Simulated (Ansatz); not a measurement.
```yaml
crystal:
  lattice:
    - [0.00000, 2.04200, 2.04200]
    - [2.04200, 0.00000, 2.04200]
    - [2.04200, 2.04200, 0.00000]
  atoms:
    - { symbol: Li, position: [0.00000, 0.00000, 0.00000] }
    - { symbol: H, position: [0.50000, 0.50000, 0.50000] }
```

- orbitals: PBE
- datasets: all-electron datasets in plane waves (scalar-relativistic, Gaussian nuclei)
- k mesh: 4×4×4
- empty bands: 110
- response cutoff: 200 eV
- wave cutoff: 2310 eV
- frequencies: contour deformation
- q → 0 term: analytic weight of Carrier, Rohra and Görling
- band sums: cut at the band count

Program: Ansatz. The Kohn-Sham gap (direct at k = (0, -0.5, -0.5)) is 3.01 eV and the electronic dielectric constant on this mesh 5.1.

Problem. Estimate the linearised G0W0 gap between these edges.

Solution. 4.76 eV, a change of +1.75 eV. The valence edge moves by -1.32 eV (Z = 0.74) and the conduction edge by +0.44 eV (Z = 0.78).

The cell is a model at fixed atoms and needn't be the relaxed known crystal. Points k are given in fractions of the reciprocal vectors. The mesh is coarse, so these are values at the stated settings, not converged ones. Band sums or response are cut, so the gap isn't at its basis limit. The gap is read on the mesh, and the crystal's band edges can lie off it. Meshes this coarse can overestimate the dielectric constant by a tenth and more.
